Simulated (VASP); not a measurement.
The system is TePb.

```
Te Pb
1.0
     0.00000    3.23100    3.23100
     3.23100    0.00000    3.23100
     3.23100    3.23100    0.00000
Te Pb
1 1
Direct
  0.50000 0.50000 0.50000
  0.00000 0.00000 0.00000
```

```yaml
Program: VASP 6.6.1
Task: relaxation of cell and atoms
Functional: LDA
Potentials_or_basis: VASP PAW LDA potentials, release 64 (Te, Pb_d)
Cutoff: 600 eV
k_mesh: 8 × 8 × 8
Occupations: gaussian, width 0.03 eV
Spin: no spin polarisation
```

At the start: pressure -1.6 GPa; volume 33.73 Å³/atom.

Task: Where does the relaxation end?

Result: Over 3 steps the energy falls by 6.2 meV/atom and the volume is 32.55 Å³/atom (-3.5 %); space group Fm-3m (No. 225, to 0.05 Å).

The path:
```tsv
step	energy change (eV)	largest force (eV/Å)	pressure (GPa)	volume (Å³)
1	0.0000	0.0000	-1.62	67.46
2	-0.0103	0.0000	0.71	64.18
3	-0.0123	0.0000	-0.01	65.09
```

Final structure:
```xyz
2
Lattice="0.0000 3.1928 3.1928 3.1928 0.0000 3.1928 3.1928 3.1928 0.0000" Properties=species:S:1:pos:R:3 pbc="T T T"
Te    3.1928    3.1928    3.1928
Pb    0.0000    0.0000    0.0000
```
